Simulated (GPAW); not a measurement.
# A Nb chain with a C atom bridging one bond: transmission at several levels, part 2 of 2

Wanted: the zero-bias transmission of a Nb chain with a C atom bridging one bond on a ladder of levels, with run times.

GPAW 26.7.0; GPAW LCAO, PAW setups; Landauer transmission from Green's functions with principal layers (ASE), zero bias.

So far, transmission at the Fermi level (one spin): step 2 (GPAW, dzp, PBE, GPAW) 4.46; step 3 (basis szp(dzp), PBE, GPAW) 4.49; step 4 (basis sz(dzp), PBE, GPAW) 4.47; step 5 (LDA) 4.51.

### Step 8. Mixing 0.02 (continued)

One spin. Transmission, zone mean against energy, zero at the Fermi level:

| energy (eV) | transmission, zone mean |
| --- | --- |
| -2.00 | 1.23 |
| -1.90 | 1.24 |
| -1.80 | 1.25 |
| -1.70 | 1.25 |
| -1.55 | 1.23 |
| -1.45 | 2.28 |
| -1.35 | 1.56 |
| -1.25 | 1.66 |
| -1.15 | 1.73 |
| -1.05 | 1.79 |
| -0.90 | 1.90 |
| -0.80 | 2.00 |
| -0.70 | 2.12 |
| -0.60 | 2.28 |
| -0.50 | 2.51 |
| -0.40 | 2.83 |
| -0.25 | 3.85 |
| -0.15 | 4.20 |
| -0.05 | 4.39 |
| 0.00 | 4.46 |
| 0.05 | 4.52 |
| 0.15 | 4.60 |
| 0.25 | 4.65 |
| 0.40 | 4.75 |
| 0.50 | 4.84 |
| 0.60 | 4.91 |
| 0.70 | 4.96 |
| 0.80 | 5.00 |
| 0.90 | 5.01 |
| 1.05 | 4.97 |
| 1.15 | 4.88 |
| 1.25 | 4.75 |
| 1.35 | 4.54 |
| 1.45 | 4.23 |
| 1.55 | 3.79 |
| 1.70 | 2.17 |
| 1.80 | 1.98 |
| 1.90 | 1.72 |
| 2.00 | 1.66 |

Not self-consistent under bias; the bias window is split evenly. Table of current through one cell, from the zero-bias transmission by bias:

| bias (V) | current through one cell, from the zero-bias transmission (mA) |
| --- | --- |
| 0.100 | 0.0345 |
| 0.200 | 0.0689 |
| 0.500 | 0.170 |
| 1.000 | 0.323 |
| 1.500 | 0.462 |
| 2.000 | 0.596 |

The transmission of the three most open eigenchannels by energy, zero at the Fermi level:

| energy (eV) | channel 1 | channel 2 | channel 3 |
| --- | --- | --- | --- |
| -2.000 | 0.993 | 0.143 | 0.0984 |
| -1.800 | 0.999 | 0.136 | 0.113 |
| -1.600 | 0.998 | 0.130 | 0.111 |
| -1.400 | 0.995 | 0.367 | 0.0701 |
| -1.200 | 0.996 | 0.488 | 0.186 |
| -1.000 | 0.995 | 0.564 | 0.266 |
| -0.800 | 0.994 | 0.612 | 0.340 |
| -0.600 | 0.992 | 0.644 | 0.412 |
| -0.400 | 0.990 | 0.660 | 0.593 |
| -0.200 | 0.987 | 0.902 | 0.834 |
| 0.000 | 0.988 | 0.937 | 0.889 |
| 0.200 | 0.990 | 0.945 | 0.914 |
| 0.400 | 0.993 | 0.955 | 0.952 |
| 0.600 | 0.996 | 0.992 | 0.957 |
| 0.800 | 0.998 | 0.992 | 0.960 |
| 1.000 | 0.998 | 0.969 | 0.933 |
| 1.200 | 0.990 | 0.959 | 0.875 |
| 1.400 | 0.972 | 0.890 | 0.864 |
| 1.600 | 0.937 | 0.859 | 0.698 |
| 1.800 | 0.942 | 0.808 | 0.191 |
| 2.000 | 0.878 | 0.782 | 5.9e-4 |

The conductance equals that of the dzp run to 0.2 %.

### Step 9. Another change of settings

A last run, with other settings again.

Input file run.py:

```python
import json
import numpy as np
from ase import Atoms
from ase.transport.calculators import TransportCalculator
from gpaw import GPAW, FermiDirac
from gpaw.lcao.tools import get_lcao_hamiltonian
from scipy.linalg import eigh

# The junction with lead layers at both ends, along the third cell vector
device = Atoms(
    ['Nb', 'Nb', 'Nb', 'Nb', 'Nb', 'Nb', 'Nb', 'C', 'Nb', 'Nb', 'Nb', 'Nb', 'Nb', 'Nb', 'Nb'],
    positions=[
        [4.50000, 4.50000, 1.17500],
        [4.50000, 4.50000, 3.52500],
        [4.50000, 4.50000, 5.87500],
        [4.50000, 4.50000, 8.22500],
        [4.50000, 4.50000, 10.57500],
        [4.50000, 4.50000, 12.92500],
        [4.50000, 4.50000, 15.27500],
        [5.66857, 4.50000, 16.55000],
        [4.50000, 4.50000, 17.82500],
        [4.50000, 4.50000, 20.17500],
        [4.50000, 4.50000, 22.52500],
        [4.50000, 4.50000, 24.87500],
        [4.50000, 4.50000, 27.22500],
        [4.50000, 4.50000, 29.57500],
        [4.50000, 4.50000, 31.92500]],
    cell=[[9.0, 0.0, 0.0], [0.0, 9.0, 0.0], [0.0, 0.0, 33.1]],
    pbc=True)

# One principal layer of the lead: the first 5 atoms of the device
lead = Atoms(
    ['Nb', 'Nb', 'Nb', 'Nb', 'Nb'],
    positions=[
        [4.50000, 4.50000, 1.17500],
        [4.50000, 4.50000, 3.52500],
        [4.50000, 4.50000, 5.87500],
        [4.50000, 4.50000, 8.22500],
        [4.50000, 4.50000, 10.57500]],
    cell=[[9.0, 0.0, 0.0], [0.0, 9.0, 0.0], [0.0, 0.0, 11.75]],
    pbc=True)

settings = dict(mode='lcao', basis='dzp', xc='PBE', h=0.2,
                occupations=FermiDirac(0.1), maxiter=100,
                mixer=dict(beta=0.1, nmaxold=8, weight=100.0),
                convergence=dict(density=0.0001))
energies = np.arange(-2, 2 + 1e-9, 0.05)
eta = 0.0001
n1, n2 = 1, 1
# k and -k transmit alike, so half of the mesh across the current serves
mesh = [(i, j) for i in range(n1) for j in range(n2) if (i, j) <= (-i % n1, -j % n2)]
weights = np.array([1 if (i, j) == (-i % n1, -j % n2) else 2 for i, j in mesh]) / (n1 * n2)

# [... helper functions left out ...]
fermi_lead = ground_state(lead, (1, 1, 1), 'lead.txt')
fermi_device = ground_state(device, (1, 1, 3), 'device.txt')
# [... loop over the mesh left out, but for ...]
        # Shift the lead onto the potential of the device's first layer
        shift = ((H[:, 0, 0] - H0[:, 0, 0]) / S0[0, 0]).real.mean()
# [...]
kT = 8.617333e-5 * 300
bias = [0.1, 0.2, 0.5, 1.0, 1.5, 2.0]
# [... integrals and printing left out ...]
```

Started as:

```console
> OMP_NUM_THREADS=1 OPENBLAS_NUM_THREADS=1 python run.py
```

Elapsed: 3.6 min, on 1 thread of Arm Neoverse V1, shared host; peak memory 1.4 GiB.

The run finished. A setting was moved off its sound value on purpose, so it serves as a test and not as the result.

The fault put into the input: one k-point along the lead (lead_nz = 1).

The two runs compared:

| quantity | this run | sound run | difference |
| --- | --- | --- | --- |
| conductance (G₀) | 4.3407 | 4.4564 | -0.116 |
| thermopower (μV/K) | -2.7457 | -2.1485 | -0.597 |
| largest coupling past the next principal layer (eV) | 3.263e-7 | 3.078e-7 | 1.8e-8 |
| largest misfit of the first principal layer (eV) | 0.20063 | 0.023846 | 0.177 |
| shift that aligns the lead (eV) | 0.26753 | 0.0085888 | 0.259 |
| transmission at the Fermi level (one spin) | 4.3190 | 4.4624 | -0.143 |

One result that differs is the largest misfit of the first principal layer, 0.201 eV against 0.0238 eV.

### Step 10. Outcome

| Quantity | Value |
| --- | --- |
| conductance | 4.46 G₀ |
| transmission at the Fermi level, mean of the spins | 4.46 |
| thermopower | -2.15 μV/K |

In the dzp basis the junction conducts 4.46 G₀ at 300 K, with T = 4.46 a spin at the Fermi level; the sz basis reaches that conductance within 10 %. At the Fermi level the three most open eigenchannels pass 0.99, 0.94 and 0.89. Measured against the first run (dzp), the nearest curve is that of dzp-LDA (r.m.s. 0.15) and the farthest that of sz (0.37). Over the compared runs wall time goes from 104 s (sz) to 233 s (dzp), on a shared host. The geometry was built from estimated bond lengths and not relaxed, so the numbers describe this model structure. The run had no spin polarisation, so a magnetic state, which chains and small molecules with open shells often have, wasn't tested. An evenly spaced straight chain is an idealisation: free chains tend to dimerise, zigzag or, where a band edge lies near the Fermi level, turn magnetic. The currents use the zero-bias T(E) throughout, which holds only while the bias is small against the distance to the nearest feature. The energy step is wider than the thermal energy, so the conductance and thermopower rest on interpolation of T(E).

[Logs are printed without paths, hosts, clocks, repeated set-up lines and the standing remarks that a program may print on its own settings, such as how far it seeks lower states.]

[Hosts, paths, dates, database ids (printed as entryN), source tags and the programs' standing remarks are cut or masked in the printed files.]
